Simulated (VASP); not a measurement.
# Fe (Im-3m) in VASP: reference runs

How does Fe come out in PBE? The cell is run as given and disturbed.

Program: VASP 6.6.1. These are calculated values, not measurements. Logs are shortened: lines on timing, memory, paths and dates and some standing lists are left out, and cuts for length are marked.

### 1 Starting point

Symmetry: Im-3m, No. 229, cubic system. Conventional cell: a = 2.886 Å, b = 2.886 Å, c = 2.886 Å, α = 90.00°, β = 90.00°, γ = 90.00°. Fe (site symmetry m-3m) is surrounded by 8 Fe at 2.50 Å.

### 2 Single point, PBE, collinear spin, ferromagnetic start

Input file INCAR:

```
  PREC = Accurate
  ENCUT = 520
  EDIFF = 1E-7
  ISMEAR = -1
  SIGMA = 0.05
  LREAL = F
  LASPH = T
  NELM = 150
  ALGO = Normal
  ISIF = 2
  LWAVE = F
  LCHARG = F
  ISPIN = 2
  MAGMOM = 3
  LORBIT = 11
  LMAXMIX = 4
  GGA = PE
  NBANDS = 14
```

Input file KPOINTS:

```
regular mesh
0
Gamma
  13 13 13
```

Input file POSCAR:

```
Fe
1.0
   -1.4430000000      1.4430000000      1.4430000000
    1.4430000000     -1.4430000000      1.4430000000
    1.4430000000      1.4430000000     -1.4430000000
Fe
1
Direct
    0.0000000000      0.0000000000      0.0000000000
```

Potentials or basis: VASP PAW PBE potentials, release 64 (Fe).

Run with:

```console
$ cat potpaw_PBE.64/Fe/POTCAR > POTCAR
$ mpirun -np 1 vasp_std > vasp.out
```

OUTCAR:

```text
PREC = Accurate
   ENCUT = 520
   EDIFF = 1E-7
   ISMEAR = -1
   LREAL = F
   LASPH = T
   NELM = 150
   ISIF = 2
   ISPIN = 2
   LORBIT = 11
   GGA = PE

 ion  position               nearest neighbor table
   1  0.000  0.000  0.000-

  LATTYP: Found a body centered cubic cell.
 ALAT       =     2.8860000000

  Lattice vectors:

 A1 = (  -1.4430000000,   1.4430000000,   1.4430000000)
 A2 = (   1.4430000000,  -1.4430000000,   1.4430000000)
 A3 = (   1.4430000000,   1.4430000000,  -1.4430000000)

Analysis of symmetry for initial positions (statically):
=====================================================================
 Subroutine PRICEL returns:
 Original cell was already a primitive cell.

 Routine SETGRP: Setting up the symmetry group for a
 body centered cubic supercell.

 Subroutine GETGRP returns: Found 48 space group operations
 (whereof 48 operations were pure point group operations)
 out of a pool of 48 trial point group operations.

The static configuration has the point symmetry O_h .

Analysis of symmetry for dynamics (positions and initial velocities):
=====================================================================
 Subroutine PRICEL returns:
 Original cell was already a primitive cell.

 Routine SETGRP: Setting up the symmetry group for a
 body centered cubic supercell.

 Subroutine GETGRP returns: Found 48 space group operations
 (whereof 48 operations were pure point group operations)
 out of a pool of 48 trial point group operations.

The dynamic configuration has the point symmetry O_h .

Analysis of structural, dynamic, and magnetic symmetry:
=====================================================================
 Subroutine PRICEL returns:
 Original cell was already a primitive cell.

 Routine SETGRP: Setting up the symmetry group for a
 body centered cubic supercell.

 Subroutine GETGRP returns: Found 48 space group operations
 (whereof 48 operations were pure point group operations)
 out of a pool of 48 trial point group operations.

The overall configuration has the point symmetry O_h .

 Subroutine INISYM returns: Found 48 space group operations
 (whereof 48 operations are pure point group operations),
 and found     1 'primitive' translations

----------------------------------------------------------------------------------------

                                     Primitive cell

  volume of cell :      12.0187

  direct lattice vectors                    reciprocal lattice vectors
    -1.443000000  1.443000000  1.443000000     0.000000000  0.346500347  0.346500347
     1.443000000 -1.443000000  1.443000000     0.346500347  0.000000000  0.346500347
     1.443000000  1.443000000 -1.443000000     0.346500347  0.346500347  0.000000000

  length of vectors
     2.499349315  2.499349315  2.499349315     0.490025489  0.490025489  0.490025489

  position of ions in fractional coordinates (direct lattice)
     0.000000000  0.000000000  0.000000000

  ion indices of the primitive-cell ions
   primitive index   ion index
                 1           1

----------------------------------------------------------------------------------------

 KPOINTS: regular mesh

Automatic generation of k-mesh.
 Grid dimensions read from file:
 generate k-points for:   13   13   13

 Generating k-lattice:

  Cartesian coordinates                     Fractional coordinates (reciprocal lattice)
     0.000000000  0.026653873  0.026653873     0.076923077  0.000000000  0.000000000
     0.026653873  0.000000000  0.026653873     0.000000000  0.076923077  0.000000000
     0.026653873  0.026653873  0.000000000     0.000000000  0.000000000  0.076923077

  Length of vectors
     0.037694268  0.037694268  0.037694268

  Shift w.r.t. Gamma in fractional coordinates (k-lattice)
     0.000000000  0.000000000  0.000000000

 Subroutine IBZKPT returns following result:
 ===========================================

[... 117 lines left out ...]
  free energy    TOTEN  =        -8.22140587 eV

  energy without entropy =       -8.21115383  energy(sigma->0) =       -8.21627985

 E-fermi :   5.2293     XC(G=0): -12.7991

 val. band max:        5.2278839638   @ k =  -0.4615   0.4615   0.4615
 cond. band min:       5.2304601540   @ k =  -0.3846   0.3846   0.2308
 fundamental gap:      0.0025761902
 Fermi energy:         5.2293243680

 spin component 1

 k-point     1 :       0.0000    0.0000    0.0000
  band No.  band energies     occupation
      1      -2.8371      1.00000
      2       3.0426      1.00000
      3       3.0426      1.00000
      4       3.0426      1.00000
      5       4.1549      1.00000
      6       4.1549      1.00000
      7      29.7413      0.00000
      8      29.7413      0.00000
      9      29.7413      0.00000
     10      34.4736      0.00000
     11      34.4736      0.00000
     12      36.4567      0.00000
     13      36.4567      0.00000
     14      36.4571      0.00000
[... 651 lines left out ...]
      3       3.3125      1.00000
      4       4.1206      1.00000
      5       5.1248      0.88997
      6       5.2126      0.58295
      7      14.8435      0.00000
      8      23.4983      0.00000
      9      23.9333      0.00000
     10      29.8369      0.00000
     11      31.8506      0.00000
     12      35.0254      0.00000
     13      42.2075      0.00000
     14      46.3680      0.00000

 [... further k-points ...]

 spin component 2

 k-point     1 :       0.0000    0.0000    0.0000
  band No.  band energies     occupation
      1      -2.6913      1.00000
      2       5.0623      0.96580
      3       5.0624      0.96571
      4       5.0624      0.96571
      5       6.9787      0.00000
      6       6.9788      0.00000
      7      29.4452      0.00000
      8      29.4452      0.00000
      9      29.4452      0.00000
     10      34.6223      0.00000
     11      34.6223      0.00000
     12      37.1205      0.00000
     13      37.1205      0.00000
     14      37.1205      0.00000
[... 651 lines left out ...]
      3       4.7918      0.99984
      4       6.6020      0.00000
      5       7.3982      0.00000
      6       7.4939      0.00000
      7      15.8612      0.00000
      8      23.6452      0.00000
      9      24.5358      0.00000
     10      30.3013      0.00000
     11      32.3978      0.00000
     12      35.2657      0.00000
     13      42.6084      0.00000
     14      46.8222      0.00000

 [... further k-points ...]

------------------------ aborting loop because EDIFF is reached ----------------------------------------

 total charge

# of ion       s       p       d       tot
------------------------------------------
    1        0.464   0.492   6.201   7.157

 magnetization (x)

# of ion       s       p       d       tot
------------------------------------------
    1       -0.014  -0.058   2.366   2.295

    CHARGE:  cpu time      0.0000: real time      0.1278
    FORLOC:  cpu time      0.0000: real time      0.0016
    FORNL :  cpu time      0.0000: real time      0.1977
    STRESS:  cpu time      0.0000: real time      0.3873
    FORCOR:  cpu time      0.0000: real time      0.0679
    FORHAR:  cpu time      0.0000: real time      0.0045
    MIXING:  cpu time      0.0000: real time      0.0029
    OFIELD:  cpu time      0.0000: real time      0.0001

  FORCE on cell =-STRESS in cart. coord.  units (eV):
  Direction    XX          YY          ZZ          XY          YZ          ZX
  --------------------------------------------------------------------------------------
  -------------------------------------------------------------------------------------
  Total       -0.6817890     -0.6817890     -0.6817890      0.0000000      0.0000000     -0.0000000
  in kB      -90.8869589    -90.8869589    -90.8869589      0.0000000      0.0000000     -0.0000000
  external PRESSURE =     -90.8869589 kB  Pullay stress =       0.0000000 kB

 VOLUME and BASIS-vectors are now :
 -----------------------------------------------------------------------------
  energy-cutoff  :      520.00
  volume of cell :       12.02
      direct lattice vectors                 reciprocal lattice vectors
    -1.443000000  1.443000000  1.443000000     0.000000000  0.346500347  0.346500347
     1.443000000 -1.443000000  1.443000000     0.346500347  0.000000000  0.346500347
     1.443000000  1.443000000 -1.443000000     0.346500347  0.346500347  0.000000000

  length of vectors
     2.499349315  2.499349315  2.499349315     0.490025489  0.490025489  0.490025489

 FORCES acting on ions
    electron-ion (+dipol)            ewald-force                    non-local-force                 convergence-correction
 -----------------------------------------------------------------------------------------------
   -.728E-15 -.745E-14 0.623E-15   -.128E-15 0.130E-14 0.238E-15   0.129E-25 -.388E-25 0.142E-24   0.837E-14 -.106E-13 -.205E-15
 -----------------------------------------------------------------------------------------------
   -.728E-15 -.745E-14 0.623E-15   -.128E-15 0.130E-14 0.238E-15   0.129E-25 -.388E-25 0.142E-24   0.837E-14 -.106E-13 -.205E-15

 POSITION                                       TOTAL-FORCE (eV/Angst)
 -----------------------------------------------------------------------------------
      0.00000      0.00000      0.00000        -0.000000      0.000000      0.000000
 -----------------------------------------------------------------------------------
    total drift:                                0.000000     -0.000000      0.000000

--------------------------------------------------------------------------------------------------------

  FREE ENERGIE OF THE ION-ELECTRON SYSTEM (eV)
  ---------------------------------------------------
  free  energy   TOTEN  =        -8.2214058728 eV

  energy  without entropy=       -8.2111538281  energy(sigma->0) =       -8.21627985

--------------------------------------------------------------------------------------------------------

    POTLOK:  cpu time      0.0000: real time      0.4368

--------------------------------------------------------------------------------------------------------

     LOOP+:  cpu time      0.0000: real time     63.1693
    4ORBIT:  cpu time      0.0000: real time      0.0000

 total charge

# of ion       s       p       d       tot
------------------------------------------
    1        0.464   0.492   6.201   7.157

 magnetization (x)

# of ion       s       p       d       tot
------------------------------------------
    1       -0.014  -0.058   2.366   2.295

 total amount of memory used by VASP MPI-rank0    55145. kBytes
=======================================================================

   base                                    :      30000. kBytes
   nonl-proj                               :       4069. kBytes
   fftplans                                :       2284. kBytes
   grid                                    :       5440. kBytes
   one-center                              :         31. kBytes
   wavefun                                 :      13321. kBytes

 General timing and accounting informations for this job:
 ========================================================
```

Wall time 65 s (1 thread of AMD EPYC 7R43 (Zen 3), shared host); peak memory 0.1 GiB.

Results:

* Free energy: -8.2214 eV
* Pressure: -9.1 GPa
* Band gap on the k mesh: none (metal or under the smearing width)
* Net moment: 2.28 μB per cell
* Site moments: Fe +2.29 μB
* Valence electrons inside the program's atomic spheres: Fe 7.16

### 3 Single point, PBE, collinear spin, ferromagnetic start (cell strained at random at fixed volume)

Input file INCAR:

```
PREC     = Accurate       # precision mode
ENCUT    = 520            # plane-wave cutoff, eV
EDIFF    = 1E-7           # SCF threshold, eV
ISMEAR   = -1             # smearing method
SIGMA    = 0.05           # smearing width, eV
LREAL    = F              # projectors in reciprocal space
LASPH    = T              # aspherical terms in the spheres
NELM     = 150            # most SCF steps
ALGO     = Normal         # electronic algorithm
ISIF     = 2              # what is computed and relaxed
LWAVE    = F              # write WAVECAR
LCHARG   = F              # write CHGCAR
ISPIN    = 2              # spin polarisation
MAGMOM   = 3              # initial moments
LORBIT   = 11             # projections on sites
LMAXMIX  = 4              # l up to which the mixer works
GGA      = PE             # functional
NBANDS   = 14             # bands
```

KPOINTS is that of step 2.

Input file POSCAR:

```
Fe
1.0
   -1.4815330000      1.4342380000      1.4590090000
    1.4675270000     -1.4309640000      1.4417290000
    1.4535380000      1.4029680000     -1.4557350000
Fe
1
Direct
   -0.0127860000     -0.0069470000     -0.0146850000
```

Potentials or basis: VASP PAW PBE potentials, release 64 (Fe).

Run with:

```console
$ cat potpaw_PBE.64/Fe/POTCAR > POTCAR
$ mpirun -np 1 vasp_std > vasp.out
```

OUTCAR:

```text
PREC = Accurate
   ENCUT = 520
   EDIFF = 1E-7
   ISMEAR = -1
   LREAL = F
   LASPH = T
   NELM = 150
   ISIF = 2
   ISPIN = 2
   LORBIT = 11
   GGA = PE

 ion  position               nearest neighbor table
   1  0.987  0.993  0.985-

  LATTYP: Found a triclinic cell.
 ALAT       =     4.0529821001
 B/A-ratio  =     0.6143701914
 C/A-ratio  =     1.0108430306
 COS(alpha) =     0.0011253521
 COS(beta)  =     0.5103909847
 COS(gamma) =     0.8098968970

  Lattice vectors:

 A1 = (  -0.0139890000,   2.8339320000,  -2.8974640000)
 A2 = (   1.4535380000,   1.4029680000,  -1.4557350000)
 A3 = (  -2.9070590000,   0.0247220000,  -2.8867320000)

Analysis of symmetry for initial positions (statically):
=====================================================================
 Subroutine PRICEL returns:
 Original cell was already a primitive cell.

 Routine SETGRP: Setting up the symmetry group for a
 triclinic supercell.

 Subroutine GETGRP returns: Found  2 space group operations
 (whereof  1 operations were pure point group operations)
 out of a pool of  2 trial point group operations.

The static configuration has the point symmetry C_1 .
 The point group associated with its full space group is S_2 .

Analysis of symmetry for dynamics (positions and initial velocities):
=====================================================================
[... 1594 lines left out ...]
    OFIELD:  cpu time      0.0000: real time      0.0002

  FORCE on cell =-STRESS in cart. coord.  units (eV):
  Direction    XX          YY          ZZ          XY          YZ          ZX
  --------------------------------------------------------------------------------------
  -------------------------------------------------------------------------------------
  Total       -0.7425987     -0.5515675     -0.6987136      0.0895224     -0.0014581      0.0464403
  in kB      -98.9932983    -73.5275909    -93.1431351     11.9339326     -0.1943701      6.1907971
  external PRESSURE =     -88.5546748 kB  Pullay stress =       0.0000000 kB

 VOLUME and BASIS-vectors are now :
 -----------------------------------------------------------------------------
  energy-cutoff  :      520.00
  volume of cell :       12.02
      direct lattice vectors                 reciprocal lattice vectors
    -1.481533000  1.434238000  1.459009000     0.005025878  0.352111635  0.344366702
     1.467527000 -1.430964000  1.441729000     0.344030512  0.002994858  0.346397602
     1.453538000  1.402968000 -1.455735000     0.345757688  0.355869590  0.001267803

  length of vectors
     2.526001966  2.505968071  2.490031389     0.492540646  0.488218456  0.496178548

 FORCES acting on ions
    electron-ion (+dipol)            ewald-force                    non-local-force                 convergence-correction
 -----------------------------------------------------------------------------------------------
   0.539E-05 0.301E-05 0.440E-05   -.757E-15 -.505E-15 0.280E-15   0.000E+00 0.000E+00 0.678E-20   -.551E-09 -.524E-10 -.336E-09
 -----------------------------------------------------------------------------------------------
   0.539E-05 0.301E-05 0.440E-05   -.757E-15 -.505E-15 0.280E-15   0.000E+00 0.000E+00 0.678E-20   -.551E-09 -.524E-10 -.336E-09

 POSITION                                       TOTAL-FORCE (eV/Angst)
 -----------------------------------------------------------------------------------
      1.42693      1.37724      1.43771         0.000000      0.000000      0.000000
 -----------------------------------------------------------------------------------
    total drift:                                0.000005      0.000003      0.000004

--------------------------------------------------------------------------------------------------------

  FREE ENERGIE OF THE ION-ELECTRON SYSTEM (eV)
  ---------------------------------------------------
  free  energy   TOTEN  =        -8.2187444444 eV

  energy  without entropy=       -8.2085841894  energy(sigma->0) =       -8.21366432

--------------------------------------------------------------------------------------------------------

    POTLOK:  cpu time      0.0000: real time      0.3018

--------------------------------------------------------------------------------------------------------

     LOOP+:  cpu time      0.0000: real time    527.1665
    4ORBIT:  cpu time      0.0000: real time      0.0000

 total charge

# of ion       s       p       d       tot
------------------------------------------
    1        0.464   0.492   6.203   7.158

 magnetization (x)

# of ion       s       p       d       tot
------------------------------------------
    1       -0.014  -0.057   2.373   2.302

 total amount of memory used by VASP MPI-rank0   266527. kBytes
=======================================================================

   base                                    :      30000. kBytes
   nonl-proj                               :      53495. kBytes
   fftplans                                :       2284. kBytes
   grid                                    :       5440. kBytes
   one-center                              :         31. kBytes
   wavefun                                 :     175277. kBytes

 General timing and accounting informations for this job:
 ========================================================
```

stdout:

```text
POSCAR found type information on POSCAR Fe
 POSCAR found :  1 types and       1 ions
 scaLAPACK will be used
 LDA part: xc-table for (Slater+PW92), standard interpolation
 POSCAR, INCAR and KPOINTS ok, starting setup
 FFT: planning ... GRIDC
 FFT: planning ... GRID_SOFT
 FFT: planning ... GRID
 WAVECAR not read
 entering main loop
```

Run time: 8.9 min. Hardware: 1 thread of AMD EPYC 7R43 (Zen 3), shared host; peak memory 0.32 GiB.

Results:

| Property | Result |
| --- | --- |
| Free energy | -8.2187 eV |
| Pressure | -8.9 GPa |
| Band gap on the k mesh | none (metal or under the smearing width) |
| Net moment | 2.29 μB per cell |
| Site moments | Fe +2.30 μB |
| Valence electrons inside the program's atomic spheres | Fe 7.16 |
